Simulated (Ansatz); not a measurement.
The calculation used DFT, RPBE, plane waves (420 eV) with PAW, scalar-relativistic (Ansatz). The PAW files were generated under PBE, with cores re-solved for the functional.

An element in the omega (AlB2-type) structure gives this curve. The cell is scaled uniformly from the relaxed one, with fractional coordinates and shape fixed. Energies are extrapolated to zero smearing, pressures are those at the given smearing. Magnetic state: spin not included.

| V (Å³/atom) | E − E₀ (meV/atom) | P (GPa) |
| --- | --- | --- |
| 12.982 | 181.9 | 38.89 |
| 13.572 | 71.9 | 22.58 |
| 14.162 | 15.2 | 9.85 |
| 14.752 | 0.0 | -0.09 |
| 15.342 | 17.3 | -7.82 |
| 15.932 | 59.8 | -13.80 |
| 16.522 | 121.7 | -18.40 |

**Question.** Which element is it?
A. palladium
B. rhodium
C. zinc
D. molybdenum

**Answer.** B. Its fit is V₀ = 14.71 Å³/atom, B₀ = 222 GPa, B₀′ = 5.2.
